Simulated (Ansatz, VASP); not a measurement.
**NaH: VASP beside Ansatz**

```xyz
2
Lattice="2.9324 -0.0075 0.0000 -0.0075 2.9324 0.0000 0.0000 0.0000 2.9324" Properties=species:S:1:pos:R:3 pbc="T T T"
Na    0.0000    0.0000    0.0000
H     1.4625    1.4625    1.4662
```

Change from the starting cell: shear_xy strain -0.5%.

Alike in both runs: task single point; functional PBE; k mesh 8 × 8 × 8; occupations fermi-dirac, width 0.02 eV; no spin polarisation.

|  | VASP | Ansatz |
| --- | --- | --- |
| version | VASP 6.6.1 | Ansatz 0.2.0 |
| potentials or method | VASP PAW PBE potentials, release 64 (Na_pv, H) | plane waves, PAW |
| plane-wave cutoff (eV) | 520 | 420 |
| valence electrons in the cell | 8 | 10 |

|  | VASP | Ansatz | Ansatz less VASP |
| --- | --- | --- | --- |
| gap on the k mesh at the Fermi level (eV) | 1.03 | 1.03 | +0.002 |
| pressure (GPa) | 0.8 | 0.8 | +0.04 |

The two sets of potentials don't hold the same shells in valence.

A k mesh can miss the band edges.
